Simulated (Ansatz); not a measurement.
## Relaxation of Al

Method: DFT r2SCAN, scalar-relativistic, plane waves, PAW (Ansatz). Run with 500 eV cutoff, 18×18×14 k-mesh, Gaussian smearing of 0.10 eV, no spin polarisation.

What was changed: uniaxial strain along c, with a, b and atoms relaxed: -3.0 %.

Command:

```bash
ansatz run input.yaml --threads 1 --pin off --max-ram 2560MiB --backend cpu --events-out ev --progress --plain --runs-dir out
```

Input:

```yaml
crystal:
  lattice:
    - [2.0113122321, 2.0113122321, 0.0]
    - [-2.0113122321, 2.0113122321, 0.0]
    - [0.0, 0.0, 3.8728989879]
  atoms:
    - { symbol: Al, position: [0.0, 0.0, 0.0] }
    - { symbol: Al, position: [0.5, 0.5, 0.5] }
basis:
  ecutwfc: 500
kpoints:
  mp_grid: { grid: [18, 18, 14] }
hamiltonian:
  xc: r2scan
scf:
  occupations: { method: gaussian, width: 0.1 }
output:
  forces: true
  stress: true
  eigenvalues: true
relax:
  adjacent_minimum: "off"
  f_tol: 0.008
  max_steps: 40
  cell: { stress_tol: 0.015, fix: [c, angles] }
```

F is the free energy. Steps run on the plane waves of an earlier cell, but the last one, and at times one on the way, on a freshly chosen basis, so a repeated geometry can differ a little in energy. The held parts of the cell keep their stress, so P needn't end at zero.

Steps:

| step | F − F(1) (eV) | largest force component (eV/Å) | V (Å³/atom) | P (GPa) |
| --- | --- | --- | --- | --- |
| 1 | 0.0000 | 0.000 | 15.667 | 1.68 |
| 2 | -0.0006 | 0.000 | 15.784 | 0.99 |
| 3 | -0.0007 | 0.000 | 15.816 | 0.81 |
| 4 | -0.0007 | 0.000 | 15.816 | 0.81 |

Relaxed structure:

```xyz
2
Lattice="2.0208 2.0208 0.0000 -2.0208 2.0208 0.0000 0.0000 0.0000 3.8729" Properties=species:S:1:pos:R:3 pbc="T T T"
Al    0.0000    0.0000    0.0000
Al    0.0000    2.0208    1.9364
```

Symmetry: I4/mmm, No. 139, tetragonal system. Conventional cell: a = 2.858 Å, b = 2.858 Å, c = 3.873 Å, α = 90.00°, β = 90.00°, γ = 90.00°. Al (site symmetry 4/mmm) has 12 Al at 2.80 to 2.86 Å as nearest neighbours.

The run converged. Time: 46 s on 1 thread of Arm Neoverse V2, on a shared host, peak memory 0.51 GiB.